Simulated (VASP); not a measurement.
# CoSi (P2_13) in VASP: single point with PBE

Aim: the single point of CoSi with PBE.

Program: VASP 6.6.1. These are calculated values, not measurements. Logs are shortened: lines on timing, memory, paths and dates and some standing lists are left out, and cuts for length are marked.

### Step 1. The crystal as given

The structure is cubic, space group P2_13 (No. 198). Conventional cell: a = 4.438 Å, b = 4.438 Å, c = 4.438 Å, α = 90.00°, β = 90.00°, γ = 90.00°. Co (site symmetry 3) has 7 Si at 2.28 to 2.47 Å as nearest neighbours. Around Si (site symmetry 3) lie 7 Co at 2.28 to 2.47 Å.

### Step 2. Single point, PBE, collinear spin, ferromagnetic start

File INCAR:

```
PREC = Accurate ; ENCUT = 520
EDIFF = 1E-5 ; ISMEAR = 0
SIGMA = 0.05 ; LREAL = False
LASPH = True ; NELM = 100
ALGO = Normal ; ISIF = 2
LWAVE = False ; LCHARG = False
ISPIN = 2 ; MAGMOM = 2 2 2 2 0 0 0 0
LORBIT = 11 ; LMAXMIX = 4
GGA = PE ; NBANDS = 40
```

File KPOINTS:

```
regular mesh
0
Gamma
  5 5 5
```

File POSCAR:

```
CoSi
1.0
    4.4380002000      0.0000000000      0.0000000000
    0.0000000000      4.4380002000      0.0000000000
    0.0000000000      0.0000000000      4.4380002000
Co Si
4 4
Direct
    0.1399999900      0.1399999900      0.1399999900
    0.3600000100      0.8600000100      0.6399999900
    0.6399999900      0.3600000100      0.8600000100
    0.8600000100      0.6399999900      0.3600000100
    0.8429999900      0.8429999900      0.8429999900
    0.6570000100      0.1570000100      0.3429999900
    0.3429999900      0.6570000100      0.1570000100
    0.1570000100      0.3429999900      0.6570000100
```

Potentials or basis: VASP PAW PBE potentials, release 64 (Co, Si).

The run is started by

```bash
> cat potpaw_PBE.64/Co/POTCAR potpaw_PBE.64/Si/POTCAR > POTCAR
> mpirun -np 1 vasp_std > vasp.out
```

OUTCAR:

```text
PREC = Accurate
   ENCUT = 520
   EDIFF = 1E-5
   ISMEAR = 0
   LREAL = False
   LASPH = True
   NELM = 100
   ISIF = 2
   ISPIN = 2
   LORBIT = 11
   GGA = PE

 ion  position               nearest neighbor table
   1  0.140  0.140  0.140-   5 2.28   6 2.33   7 2.33   8 2.33   7 2.47   8 2.47   6 2.47   3 2.72
                             4 2.72   2 2.72   2 2.72   4 2.72   3 2.72
   2  0.360  0.860  0.640-   6 2.28   5 2.33   7 2.33   8 2.33   7 2.47   8 2.47   5 2.47   1 2.72
                             1 2.72   3 2.72   3 2.72   4 2.72   4 2.72
   3  0.640  0.360  0.860-   7 2.28   6 2.33   5 2.33   8 2.33   8 2.47   6 2.47   5 2.47   1 2.72
                             4 2.72   2 2.72   2 2.72   4 2.72   1 2.72
   4  0.860  0.640  0.360-   8 2.28   6 2.33   7 2.33   5 2.33   6 2.47   5 2.47   7 2.47   1 2.72
                             3 2.72   2 2.72   1 2.72   2 2.72   3 2.72
   5  0.843  0.843  0.843-   1 2.28   2 2.33   3 2.33   4 2.33   3 2.47   4 2.47   2 2.47   6 2.75
                             7 2.75   8 2.75   6 2.75   8 2.75   7 2.75
   6  0.657  0.157  0.343-   2 2.28   1 2.33   3 2.33   4 2.33   3 2.47   4 2.47   1 2.47   8 2.75
                             5 2.75   5 2.75   7 2.75   7 2.75   8 2.75
   7  0.343  0.657  0.157-   3 2.28   2 2.33   1 2.33   4 2.33   4 2.47   2 2.47   1 2.47   8 2.75
                             5 2.75   8 2.75   6 2.75   6 2.75   5 2.75
   8  0.157  0.343  0.657-   4 2.28   2 2.33   3 2.33   1 2.33   2 2.47   1 2.47   3 2.47   7 2.75
                             5 2.75   7 2.75   5 2.75   6 2.75   6 2.75

  LATTYP: Found a simple cubic cell.
 ALAT       =     4.4380002000

  Lattice vectors:

 A1 = (   4.4380002000,   0.0000000000,   0.0000000000)
 A2 = (   0.0000000000,   4.4380002000,   0.0000000000)
 A3 = (   0.0000000000,   0.0000000000,   4.4380002000)

Analysis of symmetry for initial positions (statically):
=====================================================================
 Subroutine PRICEL returns:
 Original cell was already a primitive cell.

 Routine SETGRP: Setting up the symmetry group for a
 simple cubic supercell.

 Subroutine GETGRP returns: Found 12 space group operations
 (whereof  3 operations were pure point group operations)
 out of a pool of 48 trial point group operations.

The static configuration has the point symmetry C_3 .
 The point group associated with its full space group is T   .

Analysis of symmetry for dynamics (positions and initial velocities):
=====================================================================
 Subroutine PRICEL returns:
 Original cell was already a primitive cell.

 Routine SETGRP: Setting up the symmetry group for a
 simple cubic supercell.

 Subroutine GETGRP returns: Found 12 space group operations
 (whereof  3 operations were pure point group operations)
 out of a pool of 48 trial point group operations.

The dynamic configuration has the point symmetry C_3 .
 The point group associated with its full space group is T   .

Analysis of structural, dynamic, and magnetic symmetry:
=====================================================================
 Subroutine PRICEL returns:
 Original cell was already a primitive cell.

 Routine SETGRP: Setting up the symmetry group for a
 simple cubic supercell.

 Subroutine GETGRP returns: Found 12 space group operations
 (whereof  3 operations were pure point group operations)
 out of a pool of 48 trial point group operations.

The overall configuration has the point symmetry C_3 .
 The point group associated with its full space group is T   .

 Subroutine INISYM returns: Found 12 space group operations
 (whereof  3 operations are pure point group operations),
 and found     1 'primitive' translations

----------------------------------------------------------------------------------------

                                     Primitive cell

  volume of cell :      87.4102

  direct lattice vectors                    reciprocal lattice vectors
     4.438000200  0.000000000  0.000000000     0.225326714  0.000000000  0.000000000
     0.000000000  4.438000200  0.000000000     0.000000000  0.225326714  0.000000000
     0.000000000  0.000000000  4.438000200     0.000000000  0.000000000  0.225326714

  length of vectors
     4.438000200  4.438000200  4.438000200     0.225326714  0.225326714  0.225326714

  position of ions in fractional coordinates (direct lattice)
     0.139999990  0.139999990  0.139999990
[... 68 lines left out ...]
   ISTART =      0    job   : 0-new  1-cont  2-samecut
   ICHARG =      2    charge: 1-file 2-atom 10-const
   ISPIN  =      2    spin polarized calculation?
   LNONCOLLINEAR =      F non collinear calculations
   LSORBIT =      F    spin-orbit coupling
   LASPH  =      T    aspherical Exc in radial PAW
   ENCUT  =  520.0 eV  38.22 Ry    6.18 a.u.   8.25  8.25  8.25*2*pi/ulx,y,z
   NELM   =    100;   NELMIN=  2; NELMDL= -5     # of ELM steps
   EDIFF  = 0.1E-04   stopping-criterion for ELM
   LREAL  =      F    real-space projection
   EDIFFG = 0.1E-03   stopping-criterion for IOM
   NSW    =      0    number of steps for IOM
   IBRION =     -1    ionic relax: 0-MD 1-quasi-New 2-CG
   NFREE  =      0    steps in history (QN), initial steepest desc. (CG)
   ISIF   =      2    stress and relaxation
   ISYM   =      2    0-nonsym 1-usesym 2-fastsym
   POTIM  = 0.5000    time-step for ionic-motion
   TEBEG  =    0.0;   TEEND  =   0.0 temperature during run
   PSTRESS=    0.0 pullay stress
   NELECT =      52.0000    total number of electrons
   NUPDOWN=      -1.0000    fix difference up-down
   EMIN   =  10.00;   EMAX   =-10.00  energy-range for DOS
   EFERMI =   0.00;   METHOD = LEGACY
   ISMEAR =     0;   SIGMA  =   0.05  broadening in eV -4-tet -1-fermi 0-gaus
   EFERMI_NEDOS =   21; number of points for ismear=-14 and -15
   IALGO  =     38    algorithm
   IMIX   =      4    mixing-type and parameters
     AMIX     =   0.40;   BMIX     =  1.00
     AMIX_MAG =   1.60;   BMIX_MAG =  1.00
  volume/ion in A,a.u.               =      10.93        73.73
  Fermi-wavevector in a.u.,A,eV,Ry     =   1.376856  2.601881 25.793018  1.895733
  Thomas-Fermi vector in A             =   2.502063
   LORBIT       =     11    0 simple, 1 ext, 2 COOP (PROOUT), +10 PAW based schemes
   GGA     = PE    functional components
   LHFCALC =     F    Hartree Fock is set to
   AEXX    =    0.0000 exact exchange contribution
   IVDW    =     0    specifies the selected vdW correction
   LEPSILON=     F    determine dielectric tensor
   LRPA    =     F    only Hartree local field effects (RPA)
 spin polarized calculation
 Gauss-broadening in eV      SIGMA  =   0.05
  energy-cutoff  :      520.00
  volume of cell :       87.41
 maximum number of plane-waves:      2373
 NGX is ok and might be reduce to    36
   NGX = 17   NGY = 17   NGZ = 17

 number of electron      51.9999992 magnetization       0.0215436

 number of electron      51.9999992 magnetization      -0.0124563

 Free energy of the ion-electron system (eV)
  ---------------------------------------------------
  ext. energy  EPLUGINS =         0.00000000
  ---------------------------------------------------
  free energy    TOTEN  =       -54.72544244 eV

  energy without entropy =      -54.72407111  energy(sigma->0) =      -54.72475677

 E-fermi :  12.0501     XC(G=0): -12.8397

 val. band max:       12.0407733344   @ k =   0.0000   0.0000   0.0000
 cond. band min:      12.1092821760   @ k =   0.4000   0.4000   0.4000
 fundamental gap:      0.0685088416
 Fermi energy:        12.0501072571

 spin component 1

 k-point     1 :       0.0000    0.0000    0.0000
  band No.  band energies     occupation
      1      -1.5947      1.00000
      2       3.8873      1.00000
      3       3.8873      1.00000
      4       3.8873      1.00000
      5       6.5959      1.00000
      6       6.5959      1.00000
[... 440 lines left out ...]
     37      18.4637      0.00000
     38      18.9985      0.00000
 Fermi energy:        12.0501072571

 spin component 2

 k-point     1 :       0.0000    0.0000    0.0000
  band No.  band energies     occupation
      1      -1.5953      1.00000
      2       3.8863      1.00000
      3       3.8863      1.00000
      4       3.8863      1.00000
      5       6.5953      1.00000
      6       6.5953      1.00000
[... 440 lines left out ...]
     37      18.4626      0.00000
     38      18.9976      0.00000
 [bands above 38 left out]

------------------------ aborting loop because EDIFF is reached ----------------------------------------

  FORCE on cell =-STRESS in cart. coord.  units (eV):
  Direction    XX          YY          ZZ          XY          YZ          ZX
  --------------------------------------------------------------------------------------
  -------------------------------------------------------------------------------------
  Total        0.0444334      0.0444334      0.0444334     -0.0000000     -0.0000000      0.0000000
  in kB        0.8144381      0.8144381      0.8144381     -0.0000000     -0.0000000      0.0000000
  external PRESSURE =       0.8144381 kB  Pullay stress =       0.0000000 kB

 VOLUME and BASIS-vectors are now :
 -----------------------------------------------------------------------------
  energy-cutoff  :      520.00
  volume of cell :       87.41
      direct lattice vectors                 reciprocal lattice vectors
     4.438000200  0.000000000  0.000000000     0.225326714  0.000000000  0.000000000
     0.000000000  4.438000200  0.000000000     0.000000000  0.225326714  0.000000000
     0.000000000  0.000000000  4.438000200     0.000000000  0.000000000  0.225326714

 POSITION                                       TOTAL-FORCE (eV/Angst)
 -----------------------------------------------------------------------------------
      0.62132      0.62132      0.62132         0.157519      0.157519      0.157519
      1.59768      3.81668      2.84032        -0.157519     -0.157519      0.157519
      2.84032      1.59768      3.81668         0.157519     -0.157519     -0.157519
      3.81668      2.84032      1.59768        -0.157519      0.157519     -0.157519
      3.74123      3.74123      3.74123        -0.018404     -0.018404     -0.018404
      2.91577      0.69677      1.52223         0.018404      0.018404     -0.018404
      1.52223      2.91577      0.69677        -0.018404      0.018404      0.018404
      0.69677      1.52223      2.91577         0.018404     -0.018404      0.018404
 -----------------------------------------------------------------------------------
    total drift:                               -0.000000      0.000000      0.000000

  FREE ENERGIE OF THE ION-ELECTRON SYSTEM (eV)
  ---------------------------------------------------
  free  energy   TOTEN  =       -54.7254424360 eV

  energy  without entropy=      -54.7240711098  energy(sigma->0) =      -54.72475677

 total charge

# of ion       s       p       d       tot
------------------------------------------
    1        0.434   0.616   7.565   8.615
    2        0.434   0.616   7.565   8.615
    3        0.434   0.616   7.565   8.615
    4        0.434   0.616   7.565   8.615
    5        0.728   0.881   0.000   1.609
    6        0.728   0.881   0.000   1.609
    7        0.728   0.881   0.000   1.609
    8        0.728   0.881   0.000   1.609
--------------------------------------------------
tot          4.646   5.988  30.261  40.895

 magnetization (x)

# of ion       s       p       d       tot
------------------------------------------
    1        0.000   0.000  -0.001  -0.001
    2        0.000   0.000  -0.001  -0.001
    3        0.000   0.000  -0.001  -0.001
    4        0.000   0.000  -0.001  -0.001
    5       -0.000  -0.000   0.000  -0.000
    6       -0.000  -0.000   0.000  -0.000
    7       -0.000  -0.000   0.000  -0.000
    8       -0.000  -0.000   0.000  -0.000
--------------------------------------------------
tot         -0.000   0.000  -0.003  -0.002
```

Wall time 52 s (1 thread of Intel Xeon Platinum 8488C (Sapphire Rapids), shared host); peak memory 0.26 GiB.

What came out:

```yaml
Free_energy: -54.7254 eV
Pressure: 0.1 GPa
Largest_force: 0.273 eV/Å
Band_gap_on_the_k_mesh: none (metal or under the smearing width)
Net_moment: -0.01 μB per cell
Valence_electrons_inside_the_program's_atomic_spheres: Co 8.62; Si 1.61
```

Forces on the atoms (eV/Å):
```
Co   0.158  0.158  0.158
Co  -0.158 -0.158  0.158
Co   0.158 -0.158 -0.158
Co  -0.158  0.158 -0.158
Si  -0.018 -0.018 -0.018
Si   0.018  0.018 -0.018
Si  -0.018  0.018  0.018
Si   0.018 -0.018  0.018
```

Caveat: the starting moments collapsed, and a magnetic state may lie lower.
